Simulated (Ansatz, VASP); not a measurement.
## CsPbCl3 in VASP and in Ansatz

File INCAR:

```
SYSTEM = CsPbCl3
PREC = Accurate
ENCUT = 520
EDIFF = 1E-6
ISMEAR = -1
SIGMA = 0.05
LREAL = .FALSE.
LASPH = .TRUE.
NELM = 60
ALGO = Normal
ISIF = 2
LWAVE = .FALSE.
LCHARG = .FALSE.
GGA = PS
NBANDS = 30
```

The input KPOINTS:

```
regular mesh
0
G
  5 5 5
  0 0 0
```

File POSCAR:

```
CsPbCl3
1.0
    5.6050000000      0.0000000000      0.0000000000
    0.0000000000      5.6050000000      0.0000000000
    0.0000000000      0.0000000000      5.6050000000
Pb Cs Cl
1 1 3
Direct
    0.5000000000      0.5000000000      0.5000000000
    0.0000000000      0.0000000000      0.0000000000
    0.5000000000      0.0000000000      0.5000000000
    0.0000000000      0.5000000000      0.5000000000
    0.5000000000      0.5000000000      0.0000000000
```

input.yaml

```yaml
crystal:
  lattice:
    - [5.605, 0.0, 0.0]
    - [0.0, 5.605, 0.0]
    - [0.0, 0.0, 5.605]
  atoms:
    - { symbol: Pb, position: [0.5, 0.5, 0.5] }
    - { symbol: Cs, position: [0.0, 0.0, 0.0] }
    - { symbol: Cl, position: [0.5, 0.0, 0.5] }
    - { symbol: Cl, position: [0.0, 0.5, 0.5] }
    - { symbol: Cl, position: [0.5, 0.5, 0.0] }
kpoints:
  mp_grid: { grid: [5, 5, 5] }
scf:
  occupations: { method: fermi_dirac, width: 0.05 }
hamiltonian:
  xc: pbesol
  pseudopotentials: { kind: all_electron, lapw: { basis_error: 0.001 } }
output:
  forces: true
  stress: true
  eigenvalues: true
  populations: true
```

Alike in both runs: task single point; functional PBEsol; k mesh 5 × 5 × 5; occupations fermi-dirac, width 0.05 eV; no spin polarisation.

|  | VASP | Ansatz |
| --- | --- | --- |
| version | VASP 6.6.1 | Ansatz 0.2.0 |
| potentials or method | VASP PAW PBE potentials, release 64 (Pb_d, Cs_sv, Cl) | all-electron LAPW, scalar-relativistic |
| plane-wave cutoff (eV) | 520 | see its input |

Ansatz gave:

| Property | Result |
| --- | --- |
| gap on the k mesh at the Fermi level (eV) | 2.85 |
| least direct gap on the mesh (eV) | 2.85 |
| pressure (GPa) | 0.1 |

Q: Which values does VASP return?

A: gap on the k mesh at the Fermi level (eV): 2.86; least direct gap on the mesh (eV): 2.86; pressure (GPa): 0.1.

Ansatz ran all-electron here, so the differences hold the error of VASP's frozen core and of both bases.

Caveats: spin-orbit coupling is left out, which as a rule narrows the gap of such compounds by several tenths of an eV; an odd mesh through Γ misses points on the zone boundary, where band edges often lie; the PAW data sets were made with another functional, which shifts forces and pressure a little (VASP). PBEsol gaps usually lie below the measured ones, often by a third to a half.
